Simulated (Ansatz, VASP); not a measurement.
**Gd: VASP beside Ansatz**

INCAR

```
ALGO     = Normal         # electronic algorithm
EDIFF    = 1E-7           # SCF threshold, eV
ENCUT    = 520            # plane-wave cutoff, eV
GGA      = PE             # functional
ISIF     = 2              # what is computed and relaxed
ISMEAR   = -1             # smearing method
ISPIN    = 2              # spin polarisation
LASPH    = True           # aspherical terms in the spheres
LCHARG   = False          # write CHGCAR
LMAXMIX  = 6              # l up to which the mixer works
LORBIT   = 11             # projections on sites
LREAL    = False          # projectors in reciprocal space
LWAVE    = False          # write WAVECAR
MAGMOM   = 7              # initial moments
NBANDS   = 19             # bands
NELM     = 100            # most SCF steps
PREC     = Accurate       # precision mode
SIGMA    = 0.05           # smearing width, eV
```

The input KPOINTS:

```
k-points
0
Gamma
  9 9 9
```

File POSCAR:

```
Gd
1.0
   -1.9976317802      1.9976317802      1.9976317802
    1.9976317802     -1.9976317802      1.9976317802
    1.9976317802      1.9976317802     -1.9976317802
Gd
1
Direct
    0.0000000000      0.0000000000      0.0000000000
```

File input.yaml:

```yaml
crystal:
  lattice:
    - [-1.9976317802, 1.9976317802, 1.9976317802]
    - [1.9976317802, -1.9976317802, 1.9976317802]
    - [1.9976317802, 1.9976317802, -1.9976317802]
  atoms:
    - { symbol: Gd, position: [0.0, 0.0, 0.0], spin: 7.0 }
hamiltonian:
  xc: pbe
  pseudopotentials: { kind: paw }
magnetization:
  spin_polarized: true
kpoints:
  mp_grid: { grid: [9, 9, 9] }
scf:
  occupations: { method: fermi_dirac, width: 0.05 }
output:
  forces: true
  stress: true
  eigenvalues: true
```

Change from the starting cell: volume scaled by 0.96.

Alike in both runs: task single point; functional PBE; k mesh 9 × 9 × 9; occupations fermi-dirac, width 0.05 eV; collinear spin, ferromagnetic start.

|  | VASP | Ansatz |
| --- | --- | --- |
| version | VASP 6.6.1 | Ansatz 0.2.0 |
| potentials or method | VASP PAW PBE potentials, release 64 (Gd) | Ansatz PAW |
| plane-wave cutoff (eV) | 520 | 420 |
| valence electrons in the cell | 18 | 18 |

```tsv
	VASP	Ansatz	Ansatz less VASP
gap on the k mesh at the Fermi level (eV)	none	none	-
pressure (GPa)	1.4	1.4	0.00
net moment per atom (μB)	7.59	7.58	-0.005
size of the moment on the site where the two differ most (μB)	7.00	7.31	+0.314
```

Site moments also hang on the region over which each program counts them. A gap of «none» marks a metal or a gap that the smearing closes.

Caveats: spin-orbit coupling is left out, which moves the levels of the heavy elements. The state reached can hang on the start; a lower one may exist.
